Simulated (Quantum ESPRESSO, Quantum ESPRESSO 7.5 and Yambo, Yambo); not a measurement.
## Beyond one shot: BP (F-43m)

Aim: iterate the self-energy on BP (F-43m) and follow the gap from cycle to cycle.

Program: Quantum ESPRESSO 7.5 and Yambo 5.3.0. Level of theory: PBE and many-body steps on it, plane waves. Results are calculated unless marked as measured.

## (1) The structure

It takes space group F-43m (No. 216, cubic). The conventional cell has a = 4.538 Å, b = 4.538 Å, c = 4.538 Å, α = 90.00°, β = 90.00°, γ = 90.00°. Nearest to B lie 4 P at 1.97 Å. Nearest to P lie 4 B at 1.97 Å. Farther neighbours are not listed.

The cell and positions come from the Crystallography Open Database and are kept as given unless a step says otherwise.

## (2) Empty states on the mesh, 4×4×4 mesh, 101 bands

This step: Quantum ESPRESSO 7.5; DFT, PBE, plane waves, norm-conserving pseudopotentials.

The sums over transitions need many empty states on a uniform mesh; this step solves for them.

Input file pw.in:

```
&control
  calculation = 'nscf'
  prefix = 'x'
  outdir = 'o'
  pseudo_dir = 'pseudo'
/
&system
  ibrav = 0
  nat = 2
  ntyp = 2
  ecutwfc = 68.0
  nbnd = 101
  force_symmorphic = .true.
/
&electrons
  conv_thr = 1e-9
  electron_maxstep = 80
  diago_full_acc = .true.
  diago_thr_init = 5e-6
/
ATOMIC_SPECIES
  B 10.81 B.upf
  P 30.974 P.upf
CELL_PARAMETERS angstrom
  0.0000000000 2.2690000000 2.2690000000
  2.2690000000 0.0000000000 2.2690000000
  2.2690000000 2.2690000000 0.0000000000
ATOMIC_POSITIONS crystal
  B 0.0000000000 0.0000000000 0.0000000000
  P 0.2500000000 0.2500000000 0.2500000000
K_POINTS automatic
  4 4 4 0 0 0
```

On the command line:

```bash
> OMP_NUM_THREADS=1 mpirun -n 4 pw.x -nk 4 -in pw.in > pw.out
```

Log:

```text
Program PWSCF v.7.5 starts

     This program is part of the open-source Quantum ESPRESSO suite
     for quantum simulation of materials; please cite
         "P. Giannozzi et al., J. Phys.:Condens. Matter 21 395502 (2009);
         "P. Giannozzi et al., J. Phys.:Condens. Matter 29 465901 (2017);
         "P. Giannozzi et al., J. Chem. Phys. 152 154105 (2020);
     in publications or presentations arising from this work. More details at

     Atomic positions and unit cell read from directory:
     o/x.save/

     Message from routine setup:
[...]
k =-0.3536-0.3536 0.3536 (  1476 PWs)   bands (ev):

[...]
122.8507 126.9860 130.0111 130.6490 130.6490 131.2919 131.2919 132.7419
   133.4946 133.4946 133.7494 137.6891 137.6891 139.6389 140.7021 141.1333
   141.1333 143.3674 143.3674 143.4655 144.1074

          k = 0.3536 0.0000 0.0000 (  1491 PWs)   bands (ev):

     [... further k-points ...]

     highest occupied, lowest unoccupied level (ev):     9.2413   10.5886

     XML data file, pseudopotentials, collected wavefunctions

=------------------------------------------------------------------------------=
   JOB DONE.
=------------------------------------------------------------------------------=
```

Elapsed: 2.6 s, on 4 MPI ranks of Arm Neoverse V1, shared host; peak memory 0.23 GiB.

Numbers from this step:

```
gap                                                           : 1.347 eV
k of the valence top                                          : 0, 0, 0
k of the conduction bottom                                    : 0, -0.5, -0.5
least direct gap                                              : 3.407 eV
k points computed                                             : 8
lowest point of the top converged band, above the valence top : 131.7203 eV
```

On this mesh the gap is 1.347 eV.

The density comes from a self-consistent run that is not shown.

## (3) Conversion and set-up

This step: Yambo 5.3.0; conversion and set-up on PBE, plane waves, norm-conserving pseudopotentials.

The states are converted to the many-body program's format and the q mesh is built.

On the command line:

```bash
> (cd o/x.save; p2y > p2y.log; mv SAVE ../..); yambo > setup.log
```

Log:

```text
 Yambo, version 5.3.0

 [02] CORE Variables Setup
 =========================

  [02.01] Unit cells
  ==================

  Cell kind             :  FCC
  Atoms in the cell     :  B  P
  number of B  atoms    :  1
  number of P  atoms    :  1

  List of atomic masses
  Mass of B     :  10.81000
  Mass of P     :  30.97400

  List of atomic coordinates    : [cc]
  B1       :  0.000000  0.000000  0.000000  order 1
  P1       :  2.143894  2.143894  2.143894  order 2

  Alat factors          :  4.287789  4.287789  4.287789 [a.u.]
  Direct lattice volume :  157.6631 [a.u.]
[...]
==========================================

 IBZ Q-points                                      :   8
 BZ  Q-points                                      :   64

 K/Q-points units:
 rlu = crystal or reduced units; cc = cartesian coordinates; iku = interal k-units

 Q [1]          [rlu]:  0.000000  0.000000  0.000000
 Q [2]          [rlu]: -0.10617E-17 -0.10617E-17  0.25000
 Q [3]          [rlu]:  0.21235E-17  0.21235E-17 -0.50000
[...]
Q [7]          [rlu]:  0.18101E-16 -0.50000     -0.50000
 Q [8]          [rlu]:  0.250000 -0.500000 -0.250000

  [03.01] X indexes
  =================

   [03.01.01] Sigma indexes
   ========================

 [06] Game Over & Game summary
```

Wall time 2 s (1 MPI rank); peak memory 0.23 GiB.

## (4) G0W0

G0W0 replaces the xc potential by the self-energy, built once from these orbitals. Only a window of levels is corrected, while the sums run over the empty bands that the input names.

This step: G0W0 on PBE, plane waves, norm-conserving pseudopotentials.

Input file gw1.in:

```
HF_and_locXC
gw0
dyson
ppa
em1d
rim_cut
RandQpts= 1000000
RandGvec= 1 RL
EXXRLvcs= 68 Ry
VXCRLvcs= 272 Ry
Chimod= "HARTREE"
% BndsRnXp
 1 | 101 |
%
NGsBlkXp= 15.5 Ry
% LongDrXp
 1 | 1 | 1 |
%
% GbndRnge
 1 | 101 |
%
DysSolver= "n"
ExtendOut
PPAPntXp= 27.21138 eV
% QPkrange
 1 | 1 | 3 | 6 |
 7 | 7 | 3 | 6 |
%
```

On the command line:

```bash
> OMP_NUM_THREADS=1 mpirun -n 4 yambo -F gw1.in -J gw1 -C gw1 > gw1.log
```

Log:

```text
 Yambo, version 5.3.0

 [02] CORE Variables Setup
 =========================

  [... cell, symmetries and grids as in the set-up ...]

  [02.05] Energies & Occupations
  ==============================

  [X] === General ===
  [X] Electronic Temperature                        :  0.000000  0.000000 [eV K]
  [X] Bosonic    Temperature                        :  0.000000  0.000000 [eV K]
  [X] Finite Temperature mode                       : no
  [X] El. density                                   :  0.34242E+24 [cm-3]
  [X] Fermi Level                                   :  9.241273 [eV]

  [X] === Gaps and Widths ===
  [X] Conduction Band Min                           :  1.347324 [eV]
  [X] Valence Band Max                              :  0.000000 [eV]
  [X] Filled Bands                                  :   4
  [X] Empty Bands                                   :    5  101
  [X] Direct Gap                                    :  3.406803 [eV]
  [X] Direct Gap localized at k                     :  1
  [X] Indirect Gap                                  :  1.347324 [eV]
  [X] Indirect Gap between kpts                     :   1   7
  [X] Last valence band width                       :  5.466754 [eV]
  [X] 1st conduction band width                     :  3.986001 [eV]

 [03] Transferred momenta grid and indexing
 ==========================================

 IBZ Q-points                                      :   8
 BZ  Q-points                                      :   64

 K/Q-points units:
 rlu = crystal or reduced units; cc = cartesian coordinates; iku = interal k-units

 Q [1]          [rlu]:  0.000000  0.000000  0.000000
 Q [2]          [rlu]: -0.10617E-17 -0.10617E-17  0.25000
 Q [3]          [rlu]:  0.21235E-17  0.21235E-17 -0.50000
 Q [4]          [rlu]: -0.90507E-17  0.25000      0.25000
 Q [5]          [rlu]:  0.10377E-16  0.25000      0.50000
 Q [6]          [rlu]:  0.21235E-17  0.25000     -0.25000
 Q [7]          [rlu]:  0.18101E-16 -0.50000     -0.50000
 Q [8]          [rlu]:  0.250000 -0.500000 -0.250000

 [04] Coloumb potential Random Integration (RIM)
 ===============================================

  [04.01] RIM initialization
  ==========================

  * Diagonal components only detected *

  8 x (sBL volume)        :  0.196662 [a.u.]
  sBZ random points       :  1000000
  Points outside the sBZ  :   7987327
  RL volume               :  1.573293 [a.u.]
  Integrated volume       :  1.575789 [a.u.]

  [04.02] RIM integrals
  =====================

  Gamma point sphere radius             :  0.105485 [a.u.]
  Points outside the sphere             :   799513
  [Int_sBZ(q=0) 1/q^2]*(Vol_sBZ)^(-1/3) =:  7.764325
                                 should be <:  7.795600

  Summary of Coulomb integrals for non-metallic bands |Q|[au] RIM/Bare

  Q [1] 0.100000E-4 0.995988 * Q [2] 0.317261 1.066317
  Q [4] 0.366342 1.065091 * Q [6] 0.518086 1.027759
  Q [5] 0.607509 1.020584 * Q [3] 0.634523 1.018268
  Q [7] 0.732684 1.014689 * Q [8] 0.819165 1.011648

 [05] Dipoles
 ============

  [05.01] Setup: observables and procedures
  =========================================

 [06] Dynamic Dielectric Matrix (PPA)
 ====================================

 [WR./gw1//ndb.pp]---------------------------------------------------------------
  Brillouin Zone Q/K grids (IBZ/BZ)                :    8   64    8   64
  RL vectors                                       :  1917 [WF]
  Coulomb cutoff potential                         : none
  Electronic Temperature                           :  0.000000 [K]
  Bosonic    Temperature                           :  0.000000 [K]
  PPA    diel. fun.  energies                      : Perdew, Burke & Ernzerhof(X)+Perdew, Burke & Ernzerhof(C)
  wavefunctions                                    : Perdew, Burke & Ernzerhof(X)+Perdew, Burke & Ernzerhof(C)
  Global Gauge                                     : length
  X matrix size                                    :  181
  X band range                                     :    1  101
  X e/h energy range                               : -1.000000 -1.000000 [eV]
  X Time ordering                                  : R
  X Hxc Kernel                                     : HARTREE
  X Drude frequency                                :  0.000000  0.000000
  X poles                                          :  100.0000 [o/o]
  RL vectors in the sum                            :  1917
  [r,Vnl] included                                 : yes
  Field direction                                  :  0.577350E-5  0.577350E-5  0.577350E-5
  BZ energy Double Grid                            : no
  BZ energy DbGd points                            : 0
  BZ Q point size factor                           : -1.000000
  X Optical Averaged directions                    : none

 [07] Local Exchange-Correlation + Non-Local Fock
 ================================================

 [VXC] Plane waves :  11935
 [EXS] Plane waves :  1471

 QP @ state[ 1 ] K range:  1  1
 QP @ state[ 1 ] b range:   3   6
 QP @ state[ 2 ] K range:   7   7
 QP @ state[ 2 ] b range:   3   6

 [xc] Functional : Perdew, Burke & Ernzerhof(X)+Perdew, Burke & Ernzerhof(C)
 [xc] LIBXC used to calculate xc functional
  PP Number of Atomic Species                      :  2
  NLCC RL compoments                               :  11935
  PP Number of Atomic Species                      :  2
  NLCC RL compoments                               :  11935

 [xc] E_xc :  -2.825902 [Ha]
      E_xc :  -5.651803 [Ry]

  Local XC kind (lXC) : Perdew, Burke & Ernzerhof(X)+Perdew, Burke & Ernzerhof(C)
  Non-Local XC kind (nlXC) : Hartree-Fock

  Corrections @ K [1] :  [eV]
 <3|nlXC|3> = -15.11595 -0.22475E-16 <3|lXC|3> = -13.31497  0.18883E-15
 <4|nlXC|4> = -15.11596 -0.83148E-17 <4|lXC|4> = -13.31497  0.47216E-16
 <5|nlXC|5> = -7.139172 -0.35472E-17 <5|lXC|5> = -12.02100 -0.18895E-15
 <6|nlXC|6> = -7.139667  0.13503E-17 <6|lXC|6> = -12.02100 -0.36582E-21

  Corrections @ K [7] :  [eV]
 <3|nlXC|3> = -15.96384  0.23907E-16 <3|lXC|3> = -12.50131  0.70789E-16
 <4|nlXC|4> = -15.96390 -0.52701E-18 <4|lXC|4> = -12.50131  0.10031E-15
 <5|nlXC|5> = -6.408130 -0.21725E-17 <5|lXC|5> = -10.80516 -0.11817E-16
 <6|nlXC|6> = -6.161084  0.13403E-17 <6|lXC|6> = -10.66008  0.94409E-16

 [08] Dyson equation: Newton solver
 ==================================

  [08.01] G0W0 (W PPA)
  ====================

  [  GW  ] Bands range     :    1  101
  [GW/PPA] G damping       :  0.100000 [eV]

  QP @ state[ 1 ] K range:  1  1
  QP @ state[ 1 ] b range:   3   6
  QP @ state[ 2 ] K range:   7   7
  QP @ state[ 2 ] b range:   3   6

   Sc/G bands                                       :    1  101
   Sc/G damping                                     :  0.100000 ev
   Sc bands terminator                              : no
   Sx RL components                                 :  1471

   QP @ state[ 1 ] K range                          :  1  1
   QP @ state[ 1 ] b range                          :   3   6
   QP @ state[ 2 ] K range                          :   7   7
   QP @ state[ 2 ] b range                          :   3   6
   GF energies kind                                 : Perdew, Burke & Ernzerhof(X)+Perdew, Burke & Ernzerhof(C)
   GF WF`s kind                                     : Perdew, Burke & Ernzerhof(X)+Perdew, Burke & Ernzerhof(C)
   Xs energies kind                                 : Perdew, Burke & Ernzerhof(X)+Perdew, Burke & Ernzerhof(C)
   Xs WF`s kind                                     : Perdew, Burke & Ernzerhof(X)+Perdew, Burke & Ernzerhof(C)

 [11] Game Over & Game summary
```

Wall time 27 s (4 MPI ranks); peak memory 1.2 GiB; 1.7 min of CPU time.

This step gave:

```
G0W0 gap on the points computed              : 2.046 eV
starting gap on the mesh                     : 1.347 eV
k of the valence top                         : 0, 0, 0
k of the conduction bottom                   : 0, -0.5, -0.5
least direct G0W0 gap on the computed points : 4.275 eV
Z at the valence top                         : 0.7971
Z at the conduction bottom                   : 0.8098
```

The gap on the mesh goes from 1.35 eV to 2.05 eV, a correction of +0.70 eV.

## (5) evGW0, cycle 1

This step: evGW0 on PBE, plane waves, norm-conserving pseudopotentials.

gw3.in, as its differences from gw1.in of step 4:

```diff
@@ -25,4 +25,4 @@
 % QPkrange
- 1 | 1 | 3 | 6 |
- 7 | 7 | 3 | 6 |
+ 1 | 8 | 1 | 8 |
 %
+GfnQPdb= "E < ./gw2/ndb.QP"
```

On the command line:

```bash
> OMP_NUM_THREADS=1 mpirun -n 4 yambo -F gw3.in -J gw3,gw1_W -C gw3 > gw3.log
```

Log:

```text
 Yambo, version 5.3.0

 [02] CORE Variables Setup
 =========================

  [... cell, symmetries and grids as in the set-up ...]

  [02.05] Energies & Occupations
  ==============================

  [X] === General ===
  [X] Electronic Temperature                        :  0.000000  0.000000 [eV K]
  [X] Bosonic    Temperature                        :  0.000000  0.000000 [eV K]
  [X] Finite Temperature mode                       : no
  [X] El. density                                   :  0.34242E+24 [cm-3]
  [X] Fermi Level                                   :  9.241273 [eV]

  [X] === Gaps and Widths ===
  [X] Conduction Band Min                           :  1.347324 [eV]
  [X] Valence Band Max                              :  0.000000 [eV]
  [X] Filled Bands                                  :   4
  [X] Empty Bands                                   :    5  101
  [X] Direct Gap                                    :  3.406803 [eV]
  [X] Direct Gap localized at k                     :  1
  [X] Indirect Gap                                  :  1.347324 [eV]
  [X] Indirect Gap between kpts                     :   1   7
  [X] Last valence band width                       :  5.466754 [eV]
  [X] 1st conduction band width                     :  3.986001 [eV]

 [03] Transferred momenta grid and indexing
 ==========================================

 IBZ Q-points                                      :   8
 BZ  Q-points                                      :   64

 K/Q-points units:
 rlu = crystal or reduced units; cc = cartesian coordinates; iku = interal k-units

 Q [1]          [rlu]:  0.000000  0.000000  0.000000
 Q [2]          [rlu]: -0.10617E-17 -0.10617E-17  0.25000
 Q [3]          [rlu]:  0.21235E-17  0.21235E-17 -0.50000
[...]
[G+QP] Direct Gap localized at k                  :  1
  [G+QP] Indirect Gap                               :  2.045630 [eV]
  [G+QP] Indirect Gap between kpts                  :   1   7
  [G+QP] Last valence band width                    :  5.640099 [eV]
  [G+QP] 1st conduction band width                  :  4.185717 [eV]

  [coarse-grid] Minimum Bare Gap        [ev]:  1.347324
  [coarse-grid] Minimum Gap Correction  [ev]:  0.698306

  Eqp @ K [1]
   -15.2302      0.00000    -0.730131E-4 -0.611862E-4   4.27539      4.27524      4.27526      8.15287
  Eqp @ K [2]
  -14.31267  -5.03654  -1.15912  -1.15931   4.81178   5.68493   5.68518  10.42458
  Eqp @ K [3]
  -12.15137  -9.28563  -1.85394  -1.85394   4.56250   5.65320   5.65316  10.83850
  Eqp @ K [4]
  -13.94724  -3.89555  -2.83861  -2.83855   2.60293   5.78287   8.68308   8.68327
  Eqp @ K [5]
  -11.80799  -7.97620  -4.96034  -3.33215   3.32565   7.30069   9.12903   9.22605
  [... 2 further k-points ...]
  Eqp @ K [8]
  -10.50967  -8.38538  -5.87747  -5.64016   6.23129   7.50043   8.28242   8.31091

 [07] Dipoles
 ============

  [07.01] Setup: observables and procedures
  =========================================

 [08] Dynamic Dielectric Matrix (PPA)
 ====================================

   Sc/G bands                                       :    1  101
   Sc/G damping                                     :  0.100000 ev
   Sc bands terminator                              : no
   Sx RL components                                 :  1471

   QP @ state[ 1 ] K range                          :   1   8
   QP @ state[ 1 ] b range                          :   1   8
   GF energies kind                                 : Perdew, Burke & Ernzerhof(X)+Perdew, Burke & Ernzerhof(C)+ E < ./gw2/ndb.QP + @E Fit
   GF WF`s kind                                     : Perdew, Burke & Ernzerhof(X)+Perdew, Burke & Ernzerhof(C)
   Xs energies kind                                 : Perdew, Burke & Ernzerhof(X)+Perdew, Burke & Ernzerhof(C)
   Xs WF`s kind                                     : Perdew, Burke & Ernzerhof(X)+Perdew, Burke & Ernzerhof(C)

 [13] Game Over & Game summary
```

Run time: 2.2 min. Hardware: 4 MPI ranks; peak memory 1.1 GiB.

This step gave:

```
quasiparticle gap on the mesh                         : 2.119 eV
gap of the density functional on the mesh             : 1.347 eV
k of the valence top                                  : 0, 0, 0
k of the conduction bottom                            : 0, -0.5, -0.5
least direct quasiparticle gap on the computed points : 4.373 eV
Z at the valence top                                  : 0.8004
Z at the conduction bottom                            : 0.8175
```

Against G0W0 in Yambo (4×4×4 mesh, 101 bands, screening to 210.9 eV, Godby-Needs plasmon pole), the gap moves by +0.073 eV.

The program's own table gives 2.246 eV, which is too large where the input levels are shifted: this version takes Σc at the unshifted level E₀, yet steps from the shifted one. The value above is the Newton step from E₀, E₀ + Z(Σc + Σx − Vxc), rebuilt from the printed columns.

## (6) evGW0, cycle 2

The corrected levels of the last cycle go back in.

gw4.in, as its differences from gw3.in of step 5:

```diff
@@ -27,2 +27,2 @@
 %
-GfnQPdb= "E < ./gw2/ndb.QP"
+GfnQPdb= "E < ./gw3_fix/ndb.QP"
```

On the command line:

```bash
> OMP_NUM_THREADS=1 mpirun -n 4 yambo -F gw4.in -J gw4,gw1_W -C gw4 > gw4.log
```

Log:

```text
 Yambo, version 5.3.0

 [02] CORE Variables Setup
 =========================

  [... cell, symmetries and grids as in the set-up ...]

  [02.05] Energies & Occupations
  ==============================

  [X] === General ===
  [X] Electronic Temperature                        :  0.000000  0.000000 [eV K]
  [X] Bosonic    Temperature                        :  0.000000  0.000000 [eV K]
  [X] Finite Temperature mode                       : no
  [X] El. density                                   :  0.34242E+24 [cm-3]
[...]
Sx RL components                                 :  1471

   QP @ state[ 1 ] K range                          :   1   8
   QP @ state[ 1 ] b range                          :   1   8
   GF energies kind                                 : Perdew, Burke & Ernzerhof(X)+Perdew, Burke & Ernzerhof(C)+ E < ./gw2/ndb.QP + @E Fit+ E < ./gw3_fix/
   GF WF`s kind                                     : Perdew, Burke & Ernzerhof(X)+Perdew, Burke & Ernzerhof(C)
   Xs energies kind                                 : Perdew, Burke & Ernzerhof(X)+Perdew, Burke & Ernzerhof(C)
   Xs WF`s kind                                     : Perdew, Burke & Ernzerhof(X)+Perdew, Burke & Ernzerhof(C)

 [13] Game Over & Game summary
```

Wall time 2.2 min (4 MPI ranks); peak memory 1.1 GiB.

This step gave:

- quasiparticle gap on the mesh: 2.126 eV
- gap of the density functional on the mesh: 1.347 eV
- k of the valence top: 0, 0, 0
- k of the conduction bottom: 0, -0.5, -0.5
- least direct quasiparticle gap on the computed points: 4.385 eV

Against the cycle before, the gap moves by +0.007 eV.

The program's own table gives 2.266 eV, which is too large where the input levels are shifted: this version takes Σc at the unshifted level E₀, yet steps from the shifted one. The value above is the Newton step from E₀, E₀ + Z(Σc + Σx − Vxc), rebuilt from the printed columns.

(Part 1 of 2 ends here.)

[Paths, hosts, dates, memory and timing lines, banners, echoed tables and standing remarks are left out of the program output.]

[Logs are printed without paths, hosts, clocks, repeated set-up lines and the standing remarks that a program may print on its own settings, such as how far it seeks lower states.]

[Runs of the session that timed out or met a known fault of the program may be left out.]

[Hosts, paths, dates, database ids (printed as entryN), source tags and the programs' standing remarks are cut or masked in the printed files.]
